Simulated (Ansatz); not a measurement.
Crystal: MoS2.

```
Mo S
1.0
     1.58000    0.91221    6.15000
    -1.58000    0.91221    6.15000
     0.00000   -1.82443    6.15000
Mo S
1 2
Direct
  0.00000 0.00000 0.00000
  0.41700 0.41700 0.41700
  0.25000 0.25000 0.25000
```

Measurements of this composition are mostly on another form, of space group No. 194.

Base run:

```yaml
Program: Ansatz 0.2.0
Functional: PBEsol
Potentials_or_basis: all-electron LAPW, non-relativistic
Cutoff: 246 eV (chosen from the basis error)
Basis_error_allowed: 0.002 eV/atom
k_mesh: 10 × 10 × 10
Occupations: fermi-dirac, width 0.05 eV
Spin: no spin polarisation
```

Its results: band gap on the k mesh 0.88 eV, indirect (least direct gap 1.95 eV); pressure 1.7 GPa; largest force 0.399 eV/Å.

Problem. The run is repeated on the same cell with these changes: potentials or basis from all-electron LAPW, non-relativistic to all-electron LAPW, inner shells corrected to Dirac's equation. What comes out?

Solution. Band gap on the k mesh 0.91 eV, indirect (least direct gap 1.96 eV); pressure 0.4 GPa; largest force 0.261 eV/Å.

Caveats: relativity is left out, which matters for the heavier elements (some runs).

A k mesh can miss the band edges.
